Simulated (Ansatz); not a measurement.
The system is NiO.

```
CELL_PARAMETERS angstrom
0.00000 2.08590 2.08590
2.08590 0.00000 2.08590
2.08590 2.08590 0.00000
ATOMIC_POSITIONS crystal
Ni 0.00000 0.00000 0.00000
O 0.50000 0.50000 0.50000
```

Base run:

- Program: Ansatz 0.2.0
- Functional: PBE
- Potentials or basis: all-electron LAPW, scalar-relativistic
- Cutoff: 378 eV
- Density cutoff: 1514 eV
- Basis error allowed: 0.001 eV/atom
- k mesh: 11 × 11 × 11
- Occupations: fermi-dirac, width 0.05 eV
- Spin: collinear spin, ferromagnetic start
- Starting moments: [1.0, 0.0] μB

Its results: pressure 6.3 GPa; net moment 1.78 μB per cell; site moments Ni +1.48; O +0.29 μB.

Problem. After a change of settings the same cell gave: pressure -19.8 GPa; net moment -0.30 μB per cell; site moments Ni -0.26; O -0.04 μB. Which change was it?
A. functional from PBE to LDA
B. functional from PBE to PBEsol; potentials or basis from all-electron LAPW, scalar-relativistic to all-electron LAPW, inner shells corrected to Dirac's equation
C. occupations from fermi-dirac, width 0.05 eV to gaussian, width 0.02 eV
D. functional from PBE to PBEsol

Solution. A.

LDA binds more tightly than PBE, so the same cell stands under less pressure.

Caveats: a cell with one magnetic atom can't hold antiferromagnetic order, which such compounds often take (some runs).

Not every run made on this cell is shown here.
